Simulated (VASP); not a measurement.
TaN:

```
Ta N
1.0
     2.92177    0.00000    0.00000
    -1.46088    2.53033    0.00000
     0.00000    0.00000    5.91652
Ta N
2 2
Direct
  0.00000 0.00000 0.50000
  0.00000 0.00000 0.00000
  0.33333 0.66667 0.25000
  0.66667 0.33333 0.75000
```

The cell comes from a database or a generator and needn't be the stable form of this composition.

```yaml
Program: VASP 6.6.1
Task: relaxation of cell and atoms
Functional: RPBE
Dispersion: D3(BJ)
Potentials_or_basis: VASP PAW PBE potentials, release 64 (Ta_pv, N)
Cutoff: 600 eV
k_mesh: 10 × 10 × 5
Occupations: fermi-dirac, width 0.05 eV
Spin: no spin polarisation
```

At the start: pressure -37.3 GPa; volume 10.94 Å³/atom.

Question: Where does the relaxation end?

Answer: Over 7 steps the energy falls by 146.9 meV/atom and the volume is 9.79 Å³/atom (-10.5 %); space group P6_3/mmc (No. 194, to 0.05 Å).

Step by step:
| step | energy change (eV) | largest force (eV/Å) | pressure (GPa) | volume (Å³) |
| --- | --- | --- | --- | --- |
| 1 | 0.0000 | 0.0000 | -37.29 | 43.74 |
| 2 | 4.6075 | 0.0000 | 220.14 | 29.53 |
| 3 | -0.5777 | 0.0000 | -4.95 | 39.65 |
| 4 | -0.5842 | 0.0000 | -1.55 | 39.32 |
| 5 | -0.5849 | 0.0000 | -0.07 | 39.18 |
| 6 | -0.5849 | 0.0000 | 0.04 | 39.13 |
| 7 | -0.5877 | 0.0000 | -0.03 | 39.16 |

Final structure:
```
CELL_PARAMETERS angstrom
2.81100 0.00000 0.00000
-1.40550 2.43440 0.00000
0.00000 0.00000 5.72190
ATOMIC_POSITIONS crystal
Ta 0.00000 0.00000 0.50000
Ta 0.00000 0.00000 0.00000
N 0.33333 0.66667 0.25000
N 0.66667 0.33333 0.75000
```

Caveat: the PAW data sets were made with another functional, which shifts forces and pressure a little; pairwise dispersion overbinds metals, which lowers pressure and volume.
